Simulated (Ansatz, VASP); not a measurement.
This is a calculation of Bi for Ansatz 0.2.0.

The input input.yaml:

```yaml
crystal:
  lattice:
    - [3.488598, -3.132578, 0.0]
    - [3.488598, 3.132578, 0.0]
    - [-1.260235, 0.0, 3.11355]
  atoms:
    - { symbol: Bi, position: [0.753061, 0.753061, 0.857382] }
    - { symbol: Bi, position: [0.246939, 0.246939, 0.142618] }
hamiltonian:
  xc: pbe
  pseudopotentials: { kind: paw }
kpoints:
  mp_grid: { grid: [6, 6, 9] }
scf:
  occupations: { method: fermi_dirac, width: 0.05 }
output:
  forces: true
  stress: true
  eigenvalues: true
```

Potentials or basis: Ansatz PAW.

Run with:

```bash
$ ansatz run input.yaml --threads 2 --pin off --max-ram 5120MiB --backend cpu --events-out ev --progress --plain --runs-dir out
```

Set up the same calculation for VASP 6.6.1. Potentials there: VASP PAW PBE potentials, release 64 (Bi_d).

As run (the cutoff follows the program's own potentials):

Contents of INCAR:

```
PREC = Accurate ; ENCUT = 520
EDIFF = 1E-7 ; ISMEAR = -1
SIGMA = 0.05 ; LREAL = False
LASPH = True ; NELM = 100
ALGO = Normal ; ISIF = 2
LWAVE = False ; LCHARG = True
GGA = PE ; LELF = True
LVHAR = True ; NBANDS = 22
```

KPOINTS

```
regular mesh
0
Gamma
  6 6 9
```

Contents of POSCAR:

```
Bi
1.0
    3.4885980000     -3.1325780000      0.0000000000
    3.4885980000      3.1325780000      0.0000000000
   -1.2602350000      0.0000000000      3.1135500000
Bi
2
Direct
    0.7530610000      0.7530610000      0.8573820000
    0.2469390000      0.2469390000      0.1426180000
```

Potentials or basis: VASP PAW PBE potentials, release 64 (Bi_d).

Run with:

```console
$ cat potpaw_PBE.64/Bi_d/POTCAR > POTCAR
$ mpirun -np 1 vasp_std > vasp.out
```

Both were run:

|  | VASP | Ansatz | Ansatz less VASP |
| --- | --- | --- | --- |
| gap on the k mesh at the Fermi level (eV) | none | none | - |
| pressure (GPa) | 0.0 | 0.0 | +0.06 |
| largest component of the traceless stress (GPa) | 0.71 | 0.70 | -0.003 |
| rms of the force components (eV/Å) | 0.023 | 0.024 | +0.0016 |

Atom by atom the forces differ by 0.002 eV/Å (rms over components). A gap of «none» marks a metal or a gap that the smearing closes. The functional is the same, so the differences come from potentials, cutoffs and numerics.

Caveats: spin-orbit coupling is left out, which moves the levels of the heavy elements.
